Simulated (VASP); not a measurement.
# GeSe (Pnma) in VASP: a series of runs, part 2 of 2

VASP 6.6.1.

## (3) Band structure, PBE

INCAR reads:

```
SYSTEM = GeSe
PREC = Accurate
ENCUT = 520
EDIFF = 1E-6
ISMEAR = 0
SIGMA = 0.03
LREAL = .False.
LASPH = .True.
NELM = 80
ALGO = Normal
ISIF = 2
LWAVE = .False.
LCHARG = .False.
GGA = PE
NBANDS = 50
KPAR = 2
```

KPOINTS reads:

```
regular mesh
0
Gamma
  4 8 6
  0 0 0
```

POSCAR reads:

```
GeSe                                    
1.0
   10.9655862498      0.0000000000      0.0000000000
    0.0000000000      3.8827657750      0.0000000000
    0.0000000000     -0.0000000000      4.4200472921
  Ge              Se            
     4     4
Direct
     0.1233927516312001    0.7500000000000000    0.8875163003595742
     0.6233927516312001    0.7500000000000000    0.6124836996404259
     0.3766072483687999    0.2500000000000000    0.3875163003595742
     0.8766072483687999    0.2500000000000000    0.1124836996404258
     0.8548942551904906    0.7500000000000000    0.5018587096336309
     0.3548942551904906    0.7500000000000000    0.9981412903663692
     0.6451057448095094    0.2500000000000000    0.0018587096336308
     0.1451057448095094    0.2500000000000000    0.4981412903663692
```

KPOINTS_OPT reads:

```
explicit points
198
Reciprocal
 0.0000000000  0.0000000000  0.0000000000 1
 0.0000000000  0.0555555556  0.0000000000 1
 0.0000000000  0.1111111111  0.0000000000 1
 0.0000000000  0.1666666667  0.0000000000 1
 0.0000000000  0.2222222222  0.0000000000 1
 0.0000000000  0.2777777778  0.0000000000 1
[... 190 lines left out ...]
 0.0000000000  0.5000000000  0.0243984500 1
 0.0000000000  0.5000000000 -0.0243984500 1
```

Potentials or basis: VASP PAW PBE potentials, release 64 (Ge_d, Se).

Run with:

```bash
cat potpaw_PBE.64/Ge_d/POTCAR potpaw_PBE.64/Se/POTCAR > POTCAR
mpirun -np 2 vasp_std > vasp.out
```

It took 7.9 min on 2 MPI ranks of Intel Xeon Platinum 8559C (Emerald Rapids), shared host; peak memory 0.82 GiB.

The run converged. Its results:

```yaml
Free_energy: -33.8552 eV
Pressure: 0.9 GPa
Largest_force: 0.017 eV/Å
Band_gap_on_the_k_mesh: 0.71 eV, indirect (least direct gap 0.92 eV)
Band_gap_along_the_path: 0.71 eV, indirect (least direct gap 0.92 eV)
```

Forces in eV/Å, atoms in the order of the input:
```
Ge  -0.004  0.000 -0.003
Ge  -0.004  0.000  0.003
Ge   0.004  0.000 -0.003
Ge   0.004  0.000  0.003
Se  -0.017  0.000  0.002
Se  -0.017  0.000 -0.002
Se   0.017  0.000  0.002
Se   0.017  0.000 -0.002
```

Stress tensor (GPa, compression positive):
```
0.95 0.00 0.00
0.00 0.85 0.00
0.00 0.00 0.83
```

Levels at the corners of the path, in eV from the valence-band top:
```csv
point,band 38,band 39,band 40,band 41,band 42,band 43
Γ,-1.09,-0.84,-0.21,0.71,2.65,2.68
X,-1.38,-1.17,-1.17,1.10,1.10,1.20
X,-1.38,-1.17,-1.17,1.10,1.10,1.20
S,-2.18,-1.50,-1.50,2.84,2.84,3.25
S,-2.18,-1.50,-1.50,2.84,2.84,3.25
Y,-0.96,-0.39,-0.39,1.22,1.22,1.92
Y,-0.96,-0.39,-0.39,1.22,1.22,1.92
Γ,-1.09,-0.84,-0.21,0.71,2.65,2.68
Γ,-1.09,-0.84,-0.21,0.71,2.65,2.68
Z,-1.69,-0.46,-0.46,2.37,2.37,2.41
Z,-1.69,-0.46,-0.46,2.37,2.37,2.41
U,-1.50,-1.50,-1.50,1.48,1.48,1.48
U,-1.50,-1.50,-1.50,1.48,1.48,1.48
R,-1.48,-1.48,-1.48,2.57,2.57,2.57
R,-1.48,-1.48,-1.48,2.57,2.57,2.57
T,-0.58,-0.53,-0.53,1.26,1.26,1.91
T,-0.58,-0.53,-0.53,1.26,1.26,1.91
Z,-1.69,-0.46,-0.46,2.37,2.37,2.41
Y,-0.96,-0.39,-0.39,1.22,1.22,1.92
T,-0.58,-0.53,-0.53,1.26,1.26,1.91
U,-1.50,-1.50,-1.50,1.48,1.48,1.48
X,-1.38,-1.17,-1.17,1.10,1.10,1.20
S,-2.18,-1.50,-1.50,2.84,2.84,3.25
R,-1.48,-1.48,-1.48,2.57,2.57,2.57
```

## (4) Band structure, LDA

INCAR, as its differences from that of step 3:

```diff
@@ -13,3 +13,2 @@
 LCHARG = .False.
-GGA = PE
 NBANDS = 50
```

KPOINTS is that of step 3.

POSCAR is that of step 3.

KPOINTS_OPT is that of step 3.

Potentials or basis: VASP PAW LDA potentials, release 64 (Ge_d, Se).

Run with:

```bash
cat potpaw_LDA.64/Ge_d/POTCAR potpaw_LDA.64/Se/POTCAR > POTCAR
mpirun -np 2 vasp_std > vasp.out
```

OUTCAR:

```text
SYSTEM = GeSe
   PREC = Accurate
   ENCUT = 520
   EDIFF = 1E-6
   ISMEAR = 0
   LREAL = .False.
   LASPH = .True.
   NELM = 80
   ISIF = 2

 ion  position               nearest neighbor table
   1  0.123  0.750  0.888-   6 2.59   8 2.61   8 2.61
   2  0.623  0.750  0.612-   5 2.59   7 2.61   7 2.61
   3  0.377  0.250  0.388-   8 2.59   6 2.61   6 2.61
   4  0.877  0.250  0.112-   7 2.59   5 2.61   5 2.61
   5  0.855  0.750  0.502-   2 2.59   4 2.61   4 2.61
   6  0.355  0.750  0.998-   1 2.59   3 2.61   3 2.61
   7  0.645  0.250  0.002-   4 2.59   2 2.61   2 2.61
   8  0.145  0.250  0.498-   3 2.59   1 2.61   1 2.61

  LATTYP: Found a simple orthorhombic cell.
 ALAT       =     3.8827657750
 B/A-ratio  =     1.1383759795
 C/A-ratio  =     2.8241688748

  Lattice vectors:

 A1 = (   0.0000000000,   3.8827657750,   0.0000000000)
 A2 = (   0.0000000000,   0.0000000000,   4.4200472921)
 A3 = (  10.9655862498,   0.0000000000,   0.0000000000)

Analysis of symmetry for initial positions (statically):
=====================================================================
 Subroutine PRICEL returns:
 Original cell was already a primitive cell.

 Routine SETGRP: Setting up the symmetry group for a
 simple orthorhombic supercell.

 Subroutine GETGRP returns: Found  8 space group operations
 (whereof  2 operations were pure point group operations)
 out of a pool of  8 trial point group operations.

The static configuration has the point symmetry S_2 .
 The point group associated with its full space group is D_2h.

Analysis of symmetry for dynamics (positions and initial velocities):
=====================================================================
 Subroutine PRICEL returns:
 Original cell was already a primitive cell.

 Routine SETGRP: Setting up the symmetry group for a
 simple orthorhombic supercell.

 Subroutine GETGRP returns: Found  8 space group operations
 (whereof  2 operations were pure point group operations)
 out of a pool of  8 trial point group operations.

The dynamic configuration has the point symmetry S_2 .
 The point group associated with its full space group is D_2h.

 Subroutine INISYM returns: Found  8 space group operations
 (whereof  2 operations are pure point group operations),
 and found     1 'primitive' translations

----------------------------------------------------------------------------------------

                                     Primitive cell

  volume of cell :     188.1915

  direct lattice vectors                    reciprocal lattice vectors
    10.965586250  0.000000000  0.000000000     0.091194395  0.000000000  0.000000000
     0.000000000  3.882765775  0.000000000     0.000000000  0.257548371  0.000000000
     0.000000000  0.000000000  4.420047292     0.000000000  0.000000000  0.226241923

  length of vectors
    10.965586250  3.882765775  4.420047292     0.091194395  0.257548371  0.226241923

  position of ions in fractional coordinates (direct lattice)
     0.123392752  0.750000000  0.887516300
     0.623392752  0.750000000  0.612483700
     0.376607248  0.250000000  0.387516300
     0.876607248  0.250000000  0.112483700
[... 47 lines left out ...]
  0.000000  0.125000  0.000000      2.000000
  0.250000  0.125000  0.000000      4.000000
  0.500000  0.125000  0.000000      2.000000
[... 16 lines left out ...]
  0.250000  0.250000  0.166667      8.000000
  0.500000  0.250000  0.166667      4.000000
 [... further k-points ...]
   k-points           NKPTS =     60   k-points in BZ     NKDIM =     60   number of bands    NBANDS=     50
   number of dos      NEDOS =    301   number of ions     NIONS =      8
   total plane-waves  NPLWV =  90720
   dimension x,y,z NGX =    84 NGY =   30 NGZ =   36
   dimension x,y,z NGXF=   168 NGYF=   60 NGZF=   72
   ions per type =               4   4
   NGX,Y,Z   is equivalent  to a cutoff of  12.73, 12.84, 13.54 a.u.
   NGXF,Y,Z  is equivalent  to a cutoff of  25.47, 25.69, 27.08 a.u.
 SYSTEM =  GeSe
   PREC   = accura    normal or accurate (medium, high low for compatibility)
   ISTART =      0    job   : 0-new  1-cont  2-samecut
   ICHARG =      2    charge: 1-file 2-atom 10-const
   ISPIN  =      1    spin polarized calculation?
   LNONCOLLINEAR =      F non collinear calculations
   LSORBIT =      F    spin-orbit coupling
   LASPH  =      T    aspherical Exc in radial PAW
   ENCUT  =  520.0 eV  38.22 Ry    6.18 a.u.  20.39  7.22  8.22*2*pi/ulx,y,z
   NELM   =     80;   NELMIN=  2; NELMDL= -5     # of ELM steps
   EDIFF  = 0.1E-05   stopping-criterion for ELM
   LREAL  =      F    real-space projection
   EDIFFG = 0.1E-04   stopping-criterion for IOM
   NSW    =      0    number of steps for IOM
   IBRION =     -1    ionic relax: 0-MD 1-quasi-New 2-CG
   NFREE  =      0    steps in history (QN), initial steepest desc. (CG)
   ISIF   =      2    stress and relaxation
   ISYM   =      2    0-nonsym 1-usesym 2-fastsym
   POTIM  = 0.5000    time-step for ionic-motion
   TEBEG  =    0.0;   TEEND  =   0.0 temperature during run
   PSTRESS=    0.0 pullay stress
   NELECT =      80.0000    total number of electrons
   NUPDOWN=      -1.0000    fix difference up-down
   EMIN   =  10.00;   EMAX   =-10.00  energy-range for DOS
   EFERMI =   0.00;   METHOD = LEGACY
   ISMEAR =     0;   SIGMA  =   0.03  broadening in eV -4-tet -1-fermi 0-gaus
   EFERMI_NEDOS =   21; number of points for ismear=-14 and -15
   IALGO  =     38    algorithm
   IMIX   =      4    mixing-type and parameters
     AMIX     =   0.40;   BMIX     =  1.00
     AMIX_MAG =   1.60;   BMIX_MAG =  1.00
  volume/ion in A,a.u.               =      23.52       158.75
  Fermi-wavevector in a.u.,A,eV,Ry     =   1.230944  2.326146 20.615851  1.515222
  Thomas-Fermi vector in A             =   2.365773
   LORBIT       =      0    0 simple, 1 ext, 2 COOP (PROOUT), +10 PAW based schemes
   GGA     = CA    functional components
   LHFCALC =     F    Hartree Fock is set to
   AEXX    =    0.0000 exact exchange contribution
   IVDW    =     0    specifies the selected vdW correction
   LEPSILON=     F    determine dielectric tensor
   LRPA    =     F    only Hartree local field effects (RPA)
 non-spin polarized calculation
 Gauss-broadening in eV      SIGMA  =   0.03
  energy-cutoff  :      520.00
  volume of cell :      188.19
 maximum number of plane-waves:      5110
 NGX is ok and might be reduce to    84
   NGX = 41   NGY = 15   NGZ = 17

 number of electron      80.0000051 magnetization

 Free energy of the ion-electron system (eV)
  ---------------------------------------------------
  ext. energy  EPLUGINS =         0.00000000
  ---------------------------------------------------
  free energy    TOTEN  =       -38.99609956 eV

  energy without entropy =      -38.99609956  energy(sigma->0) =      -38.99609956

 E-fermi :   4.1355     XC(G=0): -10.1219

 val. band max:        4.0002255801   @ k =   0.0000   0.0000   0.3333
 cond. band min:       4.6517299194   @ k =   0.0000   0.0000   0.0000
 fundamental gap:      0.6515043393
 Fermi energy:         4.1355123082

 k-point     1 :       0.0000    0.0000    0.0000
  band No.  band energies     occupation
      1     -20.6652      2.00000
      2     -20.6631      2.00000
      3     -20.6626      2.00000
      4     -20.6614      2.00000
      5     -20.6612      2.00000
      6     -20.6609      2.00000
[... 1261 lines left out ...]
     49       8.2673      0.00000
     50       8.2673      0.00000

 [... further k-points ...]

------------------------ aborting loop because EDIFF is reached ----------------------------------------

  FORCE on cell =-STRESS in cart. coord.  units (eV):
  Direction    XX          YY          ZZ          XY          YZ          ZX
  --------------------------------------------------------------------------------------
  -------------------------------------------------------------------------------------
  Total       -4.1213362     -4.2933512     -4.3387598      0.0000000      0.0000000      0.0000000
  in kB      -35.0871960    -36.5516537    -36.9382423      0.0000000      0.0000000      0.0000000
  external PRESSURE =     -36.1923640 kB  Pullay stress =       0.0000000 kB

 VOLUME and BASIS-vectors are now :
 -----------------------------------------------------------------------------
  energy-cutoff  :      520.00
  volume of cell :      188.19
      direct lattice vectors                 reciprocal lattice vectors
    10.965586250  0.000000000  0.000000000     0.091194395  0.000000000  0.000000000
     0.000000000  3.882765775  0.000000000     0.000000000  0.257548371  0.000000000
     0.000000000  0.000000000  4.420047292     0.000000000  0.000000000  0.226241923

 POSITION                                       TOTAL-FORCE (eV/Angst)
 -----------------------------------------------------------------------------------
      1.35307      2.91207      3.92286         0.134183     -0.000000     -0.123953
      6.83587      2.91207      2.70721         0.134183      0.000000      0.123953
      4.12972      0.97069      1.71284        -0.134183     -0.000000     -0.123953
      9.61251      0.97069      0.49718        -0.134183      0.000000      0.123953
      9.37442      2.91207      2.21824        -0.103721     -0.000000     -0.100041
      3.89162      2.91207      4.41183        -0.103721      0.000000      0.100041
      7.07396      0.97069      0.00822         0.103721     -0.000000     -0.100041
      1.59117      0.97069      2.20181         0.103721      0.000000      0.100041
 -----------------------------------------------------------------------------------
    total drift:                               -0.000000      0.000000      0.000000

  FREE ENERGIE OF THE ION-ELECTRON SYSTEM (eV)
  ---------------------------------------------------
  free  energy   TOTEN  =       -38.9960995553 eV

  energy  without entropy=      -38.9960995553  energy(sigma->0) =      -38.99609956
```

Wall time 7.5 min (2 MPI ranks of Intel Xeon Platinum 8559C (Emerald Rapids), shared host); peak memory 0.74 GiB.

Results:

```yaml
Free_energy: -38.9961 eV
Pressure: -3.6 GPa
Largest_force: 0.183 eV/Å
Band_gap_on_the_k_mesh: 0.65 eV, indirect (least direct gap 0.87 eV)
Band_gap_along_the_path: 0.65 eV, indirect (least direct gap 0.86 eV)
```

Forces on the atoms (eV/Å):
```
Ge   0.134  0.000 -0.124
Ge   0.134  0.000  0.124
Ge  -0.134  0.000 -0.124
Ge  -0.134  0.000  0.124
Se  -0.104  0.000 -0.100
Se  -0.104  0.000  0.100
Se   0.104  0.000 -0.100
Se   0.104  0.000  0.100
```

Levels at the corners of the path, in eV from the valence-band top:
```csv
point,band 38,band 39,band 40,band 41,band 42,band 43
Γ,-1.10,-0.84,-0.21,0.65,2.58,2.61
X,-1.39,-1.18,-1.18,1.02,1.02,1.14
X,-1.39,-1.18,-1.18,1.02,1.02,1.14
S,-2.18,-1.50,-1.50,2.78,2.78,3.21
S,-2.18,-1.50,-1.50,2.78,2.78,3.21
Y,-1.00,-0.42,-0.42,1.16,1.16,1.84
Y,-1.00,-0.42,-0.42,1.16,1.16,1.84
Γ,-1.10,-0.84,-0.21,0.65,2.58,2.61
Γ,-1.10,-0.84,-0.21,0.65,2.58,2.61
Z,-1.67,-0.45,-0.45,2.30,2.30,2.36
Z,-1.67,-0.45,-0.45,2.30,2.30,2.36
U,-1.52,-1.52,-1.52,1.41,1.41,1.41
U,-1.52,-1.52,-1.52,1.41,1.41,1.41
R,-1.48,-1.48,-1.48,2.51,2.51,2.51
R,-1.48,-1.48,-1.48,2.51,2.51,2.51
T,-0.59,-0.56,-0.56,1.21,1.21,1.85
T,-0.59,-0.56,-0.56,1.21,1.21,1.85
Z,-1.67,-0.45,-0.45,2.30,2.30,2.36
Y,-1.00,-0.42,-0.42,1.16,1.16,1.84
T,-0.59,-0.56,-0.56,1.21,1.21,1.85
U,-1.52,-1.52,-1.52,1.41,1.41,1.41
X,-1.39,-1.18,-1.18,1.02,1.02,1.14
S,-2.18,-1.50,-1.50,2.78,2.78,3.21
R,-1.48,-1.48,-1.48,2.51,2.51,2.51
```

## (5) Band structure, PBE, spin-orbit coupling, no magnetisation

INCAR, as its differences from that of step 4:

```diff
@@ -13,3 +13,8 @@
 LCHARG = .False.
-NBANDS = 50
+MAGMOM = 0 0 0 0 0 0 0 0 0 0 0 0 0 0 0 0 0 0 0 0 0 0 0 0
+LORBIT = 11
+LSORBIT = .True.
+GGA_COMPAT = .False.
+GGA = PE
+NBANDS = 98
 KPAR = 2
```

KPOINTS reads:

```
regular mesh
0
Gamma
  2 6 6
  0 0 0
```

POSCAR is that of step 4.

KPOINTS_OPT is that of step 4.

Potentials or basis: VASP PAW PBE potentials, release 64 (Ge_d, Se).

Run with:

```bash
cat potpaw_PBE.64/Ge_d/POTCAR potpaw_PBE.64/Se/POTCAR > POTCAR
mpirun -np 2 vasp_ncl > vasp.out
```

Wall time 42 min (2 MPI ranks of Intel Xeon Platinum 8559C (Emerald Rapids), shared host); peak memory 1.5 GiB.

Results (log left out):

| Quantity | Value |
| --- | --- |
| Free energy | -33.9402 eV |
| Pressure | 1.0 GPa |
| Largest force | 0.031 eV/Å |
| Valence electrons inside the program's atomic spheres | Ge 12.12; Se 3.81 |

Forces in eV/Å, atoms in the order of the input:
```
Ge   0.017  0.000 -0.017
Ge   0.017  0.000  0.017
Ge  -0.017  0.000 -0.017
Ge  -0.017  0.000  0.017
Se  -0.025  0.000 -0.019
Se  -0.025  0.000  0.019
Se   0.025  0.000 -0.019
Se   0.025  0.000  0.019
```

Stress tensor (GPa, compression positive):
```
1.20 0.00 0.00
0.00 0.96 0.00
0.00 0.00 0.85
```

## (6) Band structure, TB-mBJ

POSCAR is that of step 5.

INCAR.step1 reads:

```
SYSTEM = GeSe
PREC = Accurate
ENCUT = 520
EDIFF = 1E-5
ISMEAR = 0
SIGMA = 0.03
LREAL = .False.
LASPH = .True.
NELM = 80
ALGO = Normal
ISIF = 2
LWAVE = .True.
LCHARG = .False.
NBANDS = 50
KPAR = 2
GGA = PE
```

INCAR.step2 reads:

```
SYSTEM = GeSe
PREC = Accurate
ENCUT = 520
EDIFF = 1E-6
ISMEAR = 0
SIGMA = 0.03
LREAL = .False.
LASPH = .True.
NELM = 80
ALGO = Normal
ISIF = 2
LWAVE = .False.
LCHARG = .False.
METAGGA = MBJ
NBANDS = 50
KPAR = 2
ISTART = 1
```

KPOINTS reads:

```
regular mesh
0
Gamma
  4 8 6
  0 0 0
```

KPOINTS_OPT is that of step 5.

Potentials or basis: VASP PAW PBE potentials, release 64 (Ge_d, Se).

Run with:

```bash
cat potpaw_PBE.64/Ge_d/POTCAR potpaw_PBE.64/Se/POTCAR > POTCAR
cp INCAR.step1 INCAR
mpirun -np 2 vasp_std > vasp.out
cp INCAR.step2 INCAR
mpirun -np 2 vasp_std > vasp.out
```

Wall time 14 min (2 MPI ranks of Intel Xeon Platinum 8559C (Emerald Rapids), shared host); peak memory 0.85 GiB.

It converged, with:

| Property | Result |
| --- | --- |
| Band gap on the k mesh | 1.07 eV, indirect (least direct gap 1.27 eV) |
| Band gap along the path | 1.07 eV, indirect (least direct gap 1.27 eV) |

Levels at the corners of the path, in eV from the valence-band top:
```
point  band 38  band 39  band 40  band 41  band 42  band 43
    Γ    -1.06    -0.83    -0.20     1.07     3.05     3.07
    X    -1.29    -1.08    -1.08     1.54     1.54     1.60
    X    -1.29    -1.08    -1.08     1.54     1.54     1.60
    S    -2.12    -1.48    -1.48     3.19     3.19     3.52
    S    -2.12    -1.48    -1.48     3.19     3.19     3.52
    Y    -0.76    -0.30    -0.30     1.60     1.60     2.29
    Y    -0.76    -0.30    -0.30     1.60     1.60     2.29
    Γ    -1.06    -0.83    -0.20     1.07     3.05     3.07
    Γ    -1.06    -0.83    -0.20     1.07     3.05     3.07
    Z    -1.80    -0.47    -0.47     2.69     2.69     2.81
    Z    -1.80    -0.47    -0.47     2.69     2.69     2.81
    U    -1.37    -1.37    -1.37     1.85     1.85     1.85
    U    -1.37    -1.37    -1.37     1.85     1.85     1.85
    R    -1.48    -1.48    -1.48     2.92     2.92     2.92
    R    -1.48    -1.48    -1.48     2.92     2.92     2.92
    T    -0.51    -0.40    -0.40     1.62     1.62     2.30
    T    -0.51    -0.40    -0.40     1.62     1.62     2.30
    Z    -1.80    -0.47    -0.47     2.69     2.69     2.81
    Y    -0.76    -0.30    -0.30     1.60     1.60     2.29
    T    -0.51    -0.40    -0.40     1.62     1.62     2.30
    U    -1.37    -1.37    -1.37     1.85     1.85     1.85
    X    -1.29    -1.08    -1.08     1.54     1.54     1.60
    S    -2.12    -1.48    -1.48     3.19     3.19     3.52
    R    -1.48    -1.48    -1.48     2.92     2.92     2.92
```

Caveat: the PAW data sets were made with another functional, which shifts forces and pressure a little.

## (7) The runs side by side

```tsv
task	level	potentials or basis	spin	cell	k mesh	cutoff (eV)	smearing	GW scheme	GW iterations	cutoff of the response function	frequency points	empty bands	mesh quality	gap on the mesh (eV)	pressure (GPa)	largest force (eV/Å)
G0W0 quasiparticle levels	PBE	VASP PAW PBE potentials, release 64 (Ge_d_GW, Se_GW)	off	Pnma, 23.53 Å³/atom	1 × 4 × 4	500	gaussian 0.01 eV	G0W0	1	150	48	677	coarse	-	-	-
band structure	PBE	VASP PAW PBE potentials, release 64 (Ge_d, Se)	off	Pnma, 23.52 Å³/atom	4 × 8 × 6	520	gaussian 0.03 eV	-	-	-	-	-	not flagged	0.71	0.9	0.02
band structure	LDA	VASP PAW LDA potentials, release 64 (Ge_d, Se)	off	Pnma, 23.52 Å³/atom	4 × 8 × 6	520	gaussian 0.03 eV	-	-	-	-	-	not flagged	0.65	-3.6	0.18
band structure	PBE	VASP PAW PBE potentials, release 64 (Ge_d, Se)	SOC, no magnetisation	Pnma, 23.52 Å³/atom	2 × 6 × 6	520	gaussian 0.03 eV	-	-	-	-	-	not flagged	-	1.0	0.03
band structure	TB-mBJ	VASP PAW PBE potentials, release 64 (Ge_d, Se)	off	Pnma, 23.52 Å³/atom	4 × 8 × 6	520	gaussian 0.03 eV	-	-	-	-	-	not flagged	1.07	-	-
```

Caveats: some runs use coarse meshes; bands, screening cutoff and mesh are small and nothing is extrapolated, so the quasiparticle values aren't converged (some runs); an odd mesh through Γ misses points on the zone boundary, where band edges often lie (some runs); the PAW data sets were made with another functional, which shifts forces and pressure a little (some runs).

Total energies depend on the potentials used, so only differences within one code and one set of settings carry meaning.
